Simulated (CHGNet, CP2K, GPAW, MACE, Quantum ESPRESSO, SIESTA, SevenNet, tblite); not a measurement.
# Generalised stacking fault on (110) of BePd (80 atoms) in other programs, against a plane-wave reference

Aim: run generalised stacking fault on (110) of BePd (80 atoms) in several programs and set results and cost side by side. A plane-wave run serves as the reference.

Main program and level: Quantum ESPRESSO 7.5; Kohn-Sham DFT, PBE, SSSP efficiency 1.3.0 pseudopotentials, plane waves.

### 1. The starting structure

The cell holds 80 atoms: 40 Be and 40 Pd. Cell: a = 5.626 Å, b = 7.956 Å, c = 20.002 Å, α = 90.0°, β = 83.9°, γ = 90.0°. It derives from BePd (CsCl-type). CsCl-type BePd (a = 2.813 Å), cell with z along [110], 2 x 2 x 5 periods; the third cell vector is tilted by 0.750 of [001] and lengthened by 0 Å, so the cell holds one fault; displaced by a Gaussian of 0.01 Å. Then every atom was moved at random, 0.03 Å r.m.s. a Cartesian component. The structure's axis is c.

### 2. Reference: Quantum ESPRESSO, plane waves

pw.in

```
&control
  calculation = 'scf'
  pseudo_dir = './pseudo'
  outdir = './tmp'
  disk_io = 'none'
  tprnfor = .true.
  tstress = .true.
/
&system
  ibrav = 0
  nat = 80
  ntyp = 2
  ecutwfc = 55
  ecutrho = 440
  nosym = .true.
  occupations = 'smearing'
  smearing = 'fd'
  degauss = 0.003675
/
&electrons
  conv_thr = 4.0e-07
  electron_maxstep = 100
  mixing_beta = 0.2
  mixing_mode = 'local-TF'
  diagonalization = 'david'
/
ATOMIC_SPECIES
Be 9.012 Be.upf
Pd 106.420 Pd.upf
CELL_PARAMETERS angstrom
5.62600 0.00000 0.00000
0.00000 7.95637 0.00000
2.10975 0.00000 19.89091
ATOMIC_POSITIONS crystal
Be 0.61801 0.99881 0.99923
Pd 0.20993 0.99751 0.09857
Be 0.11973 0.00236 0.00127
Pd 0.72255 0.00119 0.10046
Be 0.61152 0.50175 0.99901
Pd 0.21759 0.50048 0.10107
Be 0.11893 0.50121 0.99882
Pd 0.70925 0.50743 0.10219
Be 0.95660 0.25028 0.09935
Pd 0.16978 0.25109 0.19720
Be 0.46044 0.24602 0.10015
Pd 0.67237 0.25844 0.20032
[... 64 atom lines left out ...]
Be 0.66666 0.75433 0.89951
Pd 0.88096 0.74413 0.00125
Be 0.16226 0.75629 0.90068
Pd 0.37437 0.74524 0.00034
K_POINTS gamma
```

The run is started by

```bash
$ OMP_NUM_THREADS=1 mpirun -np 4 pw.x -in pw.in > output.txt
```

The program printed:

```text
Program PWSCF
     gamma-point specific algorithms are used
     one sub-group per band group will be used
     scalapack distributed-memory algorithm (size of sub-group:  2*  2 procs)
     Parallelization info
     sticks:   dense  smooth     PW     G-vecs:    dense   smooth      PW
     Min        1400     702    174               234160    82783   10354
     Max        1402     704    176               234170    82788   10364
     Sum        5603    2813    699               936659   331143   41433
     bravais-lattice index     =            0
     lattice parameter (alat)  =      10.6316  a.u.
     unit-cell volume          =    6008.4984 (a.u.)^3
     number of atoms/cell      =           80
     number of atomic types    =            2
     number of electrons       =       880.00
[... lines left out ...]
     scf convergence threshold =      4.0E-07
[... lines left out ...]
     number of k points=     1  Fermi-Dirac smearing, width (Ry)=  0.0037
[... lines left out ...]
     total energy              =  -11259.69025991 Ry
[... lines left out ...]
     total energy              =  -11259.59948062 Ry
[... lines left out ...]
     total energy              =  -11259.62077544 Ry
[... lines left out ...]
     total energy              =  -11259.62158094 Ry
[... lines left out ...]
     total energy              =  -11259.62158084 Ry
[... lines left out ...]
          k = 0.0000 0.0000 0.0000 ( 20717 PWs)   bands (ev):
   -83.1237 -83.1162 -83.1083 -83.0607 -83.0519 -82.9942 -82.9927 -82.9634
   -82.9206 -82.9009 -82.9000 -82.8979 -82.8897 -82.8821 -82.8753 -82.8747
   -82.8695 -82.8606 -82.8518 -82.8515 -82.8475 -82.8419 -82.8413 -82.8395
[...]
23.6941  23.8953  23.9787  24.0208  24.0622  24.0743  24.1415  24.1745
    24.2319  24.2591  24.2847  24.3198  24.3727  24.3870  24.4831  24.5029
     the Fermi energy is    17.0485 ev
!    total energy              =  -11259.62158134 Ry
     estimated scf accuracy    <       0.00000023 Ry
     smearing contrib. (-TS)   =      -0.02798438 Ry
     internal energy E=F+TS    =  -11259.59359696 Ry
     The total energy is F=E-TS. E is the sum of the following terms:
     one-electron contribution =   -4414.05659343 Ry
     hartree contribution      =    2472.90341576 Ry
     xc contribution           =   -1197.64729226 Ry
     ewald contribution        =   -8120.79312702 Ry
     convergence has been achieved in  10 iterations
     Forces acting on atoms (cartesian axes, Ry/au):
     atom    1 type  1   force =    -0.01000441   -0.00255972   -0.03024585
     atom    2 type  2   force =     0.02126343   -0.00457999    0.01094890
     atom    3 type  1   force =    -0.02810089   -0.00630965   -0.05567064
[...]
atom   79 type  1   force =    -0.00757435   -0.01724294   -0.01518038
     atom   80 type  2   force =     0.01173753    0.01066352   -0.02346769
     Total force =     0.221573     Total SCF correction =     0.002422
     Computing stress (Cartesian axis) and pressure
          total   stress  (Ry/bohr**3)                   (kbar)     P=       74.69
   0.00113081  -0.00000369   0.00009673          166.35       -0.54       14.23
  -0.00000369   0.00003470   0.00001524           -0.54        5.10        2.24
   0.00009673   0.00001524   0.00035768           14.23        2.24       52.62
     Message from routine punch:
     Nothing written, as per user request (disk_io='none')
```

Elapsed: 2.5 min, on 4 MPI ranks of Arm Neoverse V1, shared host; peak memory 2.7 GiB; 9.9 min of CPU time.

Banners, paths, timers and routine set-up lines are dropped from the logs unmarked, and long logs keep their key lines alone; longer cuts are marked.

Numbers from this run:

* r.m.s. force component: 0.3677 eV/Å
* longest force: 1.658 eV/Å
* pressure: 7.469 GPa

### 3. Local order

Density 8.61 g/cm³, 11.13 Å³ an atom.

Pair distribution functions g(r), in bins of 0.1 Å:

```tsv
r (Å)	total	Be-Be	Be-Pd	Pd-Pd
1.95	0.00	0.00	0.00	0.00
2.05	0.10	0.00	0.21	0.00
2.15	0.28	0.00	0.57	0.00
2.25	0.00	0.00	0.00	0.00
2.35	2.21	0.00	4.42	0.00
2.45	8.55	0.00	17.10	0.00
2.55	0.59	0.00	1.18	0.00
2.65	0.06	0.00	0.00	0.25
2.75	2.32	4.87	0.00	4.39
2.85	3.95	7.59	0.16	7.91
2.95	0.54	0.93	0.26	0.72
3.05	0.02	0.00	0.00	0.10
3.15	0.00	0.00	0.00	0.00
3.25	0.00	0.00	0.00	0.00
3.35	0.00	0.00	0.00	0.00
3.45	0.09	0.15	0.00	0.22
3.55	0.17	0.42	0.00	0.28
3.65	0.02	0.00	0.00	0.07
3.75	0.00	0.00	0.00	0.00
3.85	0.16	0.30	0.00	0.35
3.95	4.18	8.41	0.03	8.26
4.05	1.96	3.76	0.14	3.81
4.15	0.06	0.05	0.05	0.10
4.25	0.00	0.00	0.00	0.00
4.35	0.00	0.00	0.00	0.00
4.45	0.37	0.31	0.38	0.40
4.55	1.11	0.39	1.87	0.30
4.65	6.30	0.00	12.60	0.00
4.75	1.82	0.23	3.45	0.15
4.85	2.18	3.87	0.35	4.16
4.95	0.83	1.28	0.51	1.02
5.05	0.03	0.00	0.04	0.04
5.15	0.01	0.00	0.00	0.03
5.25	0.08	0.13	0.06	0.06
5.35	0.09	0.09	0.05	0.16
5.45	0.01	0.03	0.01	0.00
5.55	0.31	0.66	0.00	0.57
5.65	1.57	2.62	0.46	2.76
5.75	0.24	0.30	0.20	0.24
5.85	0.01	0.00	0.00	0.03
5.95	0.12	0.12	0.14	0.10
6.05	1.32	0.27	2.37	0.27
6.15	3.54	0.19	6.91	0.14
6.25	2.93	5.04	0.54	5.62
```

Bonds by pair of elements; cutoffs follow the first minimum of g(r), held within bounds set by covalent radii, and pairs that aren't listed don't count as bonded (cutoffs were set anew for this text, so counts can differ from the run's own analysis):

```tsv
pair A-B	cutoff (Å)	bonds	mean length (Å)	spread (Å)	shortest (Å)	B about A	A about B
Be-Be	2.98	120	2.82	0.05	2.71	6	6
Be-Pd	2.72	312	2.43	0.065	2.06	7.8	7.8
Pd-Pd	3.16	120	2.82	0.049	2.69	6	6
```

How many atoms have how many bonded neighbours:

```tsv
element	mean	13	14
Be	13.8	8	32
Pd	13.8	8	32
```

### 4. The other programs

The programs:
- CHGNet: machine-learned potential, published weights.
- CP2K 2026.2: Gaussian basis with GTH pseudopotentials and a plane-wave density; labels give functional, basis (MOLOPT sets; SR short-range, UZH the newer set with its own potentials), grid cutoff/relative cutoff and solver (OT: orbital transformation; TRS4, TC2, SIGN: linear-scaling purification with its sparsity filter), or its built-in tight binding.
- GPAW 26.7.0: PAW with atomic orbitals (LCAO), plane waves or a real-space grid of spacing h.
- MACE: machine-learned potential, published weights.
- Quantum ESPRESSO 7.5: plane waves; labels (QE) give functional, pseudopotential set and cutoffs of waves/density.
- SevenNet: machine-learned potential, published weights.
- tblite 0.8.0: extended tight binding, driven from Python.

All use the same cell and atoms; the electronic-structure runs use the same k-mesh, and an electronic temperature of 580 K (0.05 eV) where levels are smeared.

Differences are against the plane-wave reference, forces as r.m.s. over components; share is that over the reference's r.m.s. force, slope the least-squares factor from reference forces to these. Total energies of different programs have different zeros and aren't compared.

```tsv
run	Δ force, r.m.s. (meV/Å)	share (%)	slope	Δ pressure (GPa)	cores	CPU time	memory (GiB)
reference	-	-	-	-	4	9.9 min	2.7
CHGNet 0.3.0 potential	208	56.5	0.648	-2.69	1	4 s	2.0
CP2K LDA, DZVP-MOLOPT-SR, 600/50 Ry, diagonalisation	41.5	11.3	0.917	-14.4	4	11 min	4.8
CP2K PBE+D3, DZVP-MOLOPT-SR, 600/50 Ry, diagonalisation	29.6	8.06	1.030	-6.29	4	11 min	4.8
CP2K PBE, DZVP-MOLOPT-SR, 600/20 Ry, diagonalisation (coarse)	1125	306	1.227	4.01	4	7.1 min	4.7
CP2K PBE, DZVP-MOLOPT-SR, 600/50 Ry, diagonalisation	24.4	6.64	1.050	1.60	4	11 min	4.7
GPAW PBE, plane waves 450 eV	9.82	2.67	1.013	0.216	2	11 min	1.3
MACE MP-0b2 small potential	186	50.5	0.766	-3.48	1	6.4 s	0.7
QE PBE, sssp-1.3.0-efficiency, 25/200 Ry (coarse)	115	31.4	1.026	-330	2	3.7 min	0.82
SevenNet l3i5 potential	166	45.1	0.721	-3.08	1	11 s	1.9
tblite GFN1-xTB	211	57.3	0.958	14.7	1	8.5 s	0.15
```

Rows marked coarse were listed beforehand as settings not expected to be converged; some can still land near the reference.

Times of the machine-learned potentials are mostly Python's start and the loading of weights.

CPU time is summed over cores on a shared host, where runs went side by side, so it is rough. Symmetry, cutoffs, thresholds, outputs and thread counts weren't matched or tuned between programs; memory under MPI is the largest rank's times the ranks.

Runs without a result: SIESTA PBE, DZP, shift 0.01 Ry, mesh 300 Ry (stopped at the start: Generation of polarization orbital failed Stopping Program from Node:    0); GPAW PBE, LCAO dzp, h 0.2 Å (cut off at its time limit of 16 min); CP2K PBE, SZV-MOLOPT-SR, 600/50 Ry, diagonalisation (stopped at the start: Extra MOs (ADDED_MOS) are required for smearing); SIESTA PBE, SZP, shift 0.01 Ry, mesh 300 Ry (stopped at the start: Generation of polarization orbital failed Stopping Program from Node:    0); GPAW PBE, LCAO dzp, h 0.2 Å, other mixer settings (cut off at its time limit of 13 min); SIESTA PBE, DZP, shift 0.01 Ry, mesh 100 Ry (stopped at the start: Generation of polarization orbital failed Stopping Program from Node:    0); GPAW LDA, LCAO dzp, h 0.2 Å (cut off at its time limit of 16 min).

Mean charges by element (e), by run and scheme:

```tsv
run	scheme	Be	Pd
CP2K LDA, DZVP-MOLOPT-SR, 600/50 Ry, diagonalisation	Mulliken	+0.56	-0.56
CP2K LDA, DZVP-MOLOPT-SR, 600/50 Ry, diagonalisation	Hirshfeld	-0.23	+0.23
CP2K PBE+D3, DZVP-MOLOPT-SR, 600/50 Ry, diagonalisation	Mulliken	+0.53	-0.53
CP2K PBE+D3, DZVP-MOLOPT-SR, 600/50 Ry, diagonalisation	Hirshfeld	-0.23	+0.23
CP2K PBE, DZVP-MOLOPT-SR, 600/50 Ry, diagonalisation	Mulliken	+0.53	-0.53
CP2K PBE, DZVP-MOLOPT-SR, 600/50 Ry, diagonalisation	Hirshfeld	-0.23	+0.23
tblite GFN1-xTB	Mulliken	+0.40	-0.40
```

Within one program, basis, potentials and functional, energies share a zero. Each run against its twin at the usual cutoff or grid and solver:

```tsv
run	twin	Δ energy (meV/atom)	Δ force, r.m.s. (meV/Å)	CPU time over the twin's
CP2K PBE, DZVP-MOLOPT-SR, 600/20 Ry, diagonalisation	DZVP-MOLOPT-SR, 600/50 Ry, diagonalisation	-14.7	1124	0.68
QE PBE, sssp-1.3.0-efficiency, 25/200 Ry	sssp-1.3.0-efficiency, 55/440 Ry	5421	115	0.38 (this twin ran on 4 cores)
```

### 5. Results

- reference r.m.s. force component: 0.368 eV/Å
- nearest in forces: GPAW PBE, plane waves 450 eV, 2.7 %
- farthest in forces: CP2K PBE, DZVP-MOLOPT-SR, 600/20 Ry, diagonalisation (coarse), 306 %
- cheapest electronic-structure run beside the reference: tblite GFN1-xTB, 8.5 s of CPU time

**Reading.** PBE on plane waves or a grid with other potentials, cutoffs or grids, coarse settings apart, differs from the reference by 2.7 % (GPAW PBE, plane waves 450 eV) of the r.m.s. force; this holds the reference's own error, so differences of a few per cent don't tell which side is nearer the exact PBE result. The PBE run in local orbitals, coarse settings apart, differs by 6.6 % (CP2K PBE, DZVP-MOLOPT-SR, 600/50 Ry, diagonalisation); basis, grid and potentials can all enter. Tight binding differs by 57 % (tblite GFN1-xTB); it is another model, with fitted parameters of its own, and the xTB methods hold dispersion. Machine-learned potentials differ by 45 % (SevenNet l3i5 potential) to 57 % (CHGNet 0.3.0 potential); they were trained on other programs' data. The reference samples few k-points for this cell, and its sampling error, which other DFT runs on the same mesh share, can be part of so large a difference. Among those trained on PBE data the slope goes as low as 0.65, with a correlation of 0.83, so directions differ as well as sizes. Rows with another functional or a dispersion term differ by 8.1 % (CP2K PBE+D3, DZVP-MOLOPT-SR, 600/50 Ry, diagonalisation) to 11 % (CP2K LDA, DZVP-MOLOPT-SR, 600/50 Ry, diagonalisation), which mixes the change of model with differences of basis and potentials. Runs with settings chosen to be coarse differ by 31 % (QE PBE, sssp-1.3.0-efficiency, 25/200 Ry) to 306 % (CP2K PBE, DZVP-MOLOPT-SR, 600/20 Ry, diagonalisation), their programs' other errors included. Of the electronic-structure runs that take under half the reference's CPU time, QE PBE, sssp-1.3.0-efficiency, 25/200 Ry comes nearest, at 31 % in 3.7 min against 9.9 min; its pressure misses by -330.0 GPa. In pressure, QE PBE, sssp-1.3.0-efficiency, 25/200 Ry misses by -330.0 GPa, at the same functional; a cutoff this low leaves a large Pulay stress. Charges hang on model, scheme and program or settings: among these rows the mean for Be runs from -0.23 to +0.56 e, even in sign. In the reference: levels near the Fermi energy are neither full nor empty under the smearing, so no gap is quoted. In the reference: By these cutoffs 80 % of Be atoms have 14 and 80 % of Pd atoms have 14 bonded neighbours. Periodic xTB results under one method name differ between programs and library versions. The potentials hold different valence shells: 880 electrons in the reference, 720 in GPAW; this bears on time and differences. The reference's pressure holds the uncorrected Pulay stress of its 55 Ry basis, so small pressure differences, and their order, may be the reference's own error. Machine-learned potentials mimic data converged in k, so the reference's own k-point error enters their differences. The cell is under 6 Å thick along one periodic direction, so every atom has periodic images of itself close by, which move with it and show among its neighbours and in g(r). The reference's stress is far from hydrostatic: its diagonal is 16.6, 0.5, 5.3 GPa, compression counted positive. The host structure and its lattice constant were typed by rule, without a check against the phase diagram. The reference's pressure of 7.5 GPa says that the cell would expand at this level of theory. The electronic-structure runs sample only Γ, in a cell whose shortest periodic width is 6 Å, which is coarse for a cell with partly filled levels.

[Also dropped from logs without a mark: logging warnings of Python, and SIESTA's first energy breakdown and zero terms.]

[Logs are printed without paths, hosts, clocks, repeated set-up lines and the standing remarks that a program may print on its own settings, such as how far it seeks lower states.]

[Hosts, paths, dates, database ids (printed as entryN), source tags and the programs' standing remarks are cut or masked in the printed files.]
